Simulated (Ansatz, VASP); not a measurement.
## CuI: VASP beside Ansatz

Contents of INCAR:

```
PREC = Accurate ; ENCUT = 520
EDIFF = 1E-7 ; ISMEAR = -1
SIGMA = 0.02 ; LREAL = F
LASPH = T ; NELM = 100
ALGO = Normal ; ISIF = 2
LWAVE = F ; LCHARG = F
GGA = PE ; NBANDS = 26
```

KPOINTS

```
regular mesh
0
Gamma
  5 5 6
```

POSCAR

```
CuI
1.0
    3.7331675900     -3.7110863700      0.0000000000
    3.7331675900      3.7110863700      0.0000000000
    0.0000000000      0.0000000000      4.3069976700
Cu I
2 2
Direct
    0.4204388300      0.5795611700      0.7500000000
    0.5795611700      0.4204388300      0.2500000000
    0.7700426800      0.2299573200      0.7500000000
    0.2299573200      0.7700426800      0.2500000000
```

Input for Ansatz:

```yaml
crystal:
  lattice:
    - [3.73316759, -3.71108637, 0.0]
    - [3.73316759, 3.71108637, 0.0]
    - [0.0, 0.0, 4.30699767]
  atoms:
    - { symbol: Cu, position: [0.42043883, 0.57956117, 0.75] }
    - { symbol: Cu, position: [0.57956117, 0.42043883, 0.25] }
    - { symbol: I, position: [0.77004268, 0.22995732, 0.75] }
    - { symbol: I, position: [0.22995732, 0.77004268, 0.25] }
kpoints:
  mp_grid: { grid: [5, 5, 6] }
  band_path:
    path:
      - [0.0, 0.0, 0.0]
      - [0.5, 0.5, 0.0]
      - [0.4970513089, 0.5029486911, 0.0]
      - [-0.4970513089, 0.4970513089, 0.0]
      - [0.0, 0.0, 0.0]
      - [0.0, 0.0, 0.5]
      - [-0.4970513089, 0.4970513089, 0.5]
      - [0.4970513089, 0.5029486911, 0.5]
      - [0.5, 0.5, 0.5]
    npoints: 8
scf:
  occupations: { method: fermi_dirac, width: 0.02 }
hamiltonian:
  xc: pbe
  pseudopotentials: { kind: all_electron, lapw: { basis_error: 0.0005 } }
output:
  forces: true
  stress: true
  eigenvalues: true
  populations: true
  dos: { projected: true, de: 0.2, e_range: [-14, 8] }
```

Measurements of this composition are mostly on another form, of space group No. 216.

Alike in both runs: task single point; functional PBE; k mesh 5 × 5 × 6; occupations fermi-dirac, width 0.02 eV; no spin polarisation.

|  | VASP | Ansatz |
| --- | --- | --- |
| version | VASP 6.6.1 | Ansatz 0.2.0 |
| potentials or method | VASP PAW PBE potentials, release 64 (Cu, I) | all-electron LAPW, scalar-relativistic |
| plane-wave cutoff (eV) | 520 | see its input |

```tsv
	VASP	Ansatz	Ansatz less VASP
gap on the k mesh at the Fermi level (eV)	1.04	1.02	-0.017
pressure (GPa)	1.5	1.3	-0.11
largest component of the traceless stress (GPa)	0.51	0.45	-0.051
rms of the force components (eV/Å)	0.077	0.072	-0.0045
```

Atom by atom the forces differ by 0.005 eV/Å (rms over components). Ansatz ran all-electron here, so the differences hold the error of VASP's frozen core and of both bases.

Caveats: spin-orbit coupling is left out, which moves the levels of the heavy elements; an odd mesh through Γ misses points on the zone boundary, where band edges often lie. Expect the measured gap to be larger: semilocal functionals such as PBE lack the derivative discontinuity.
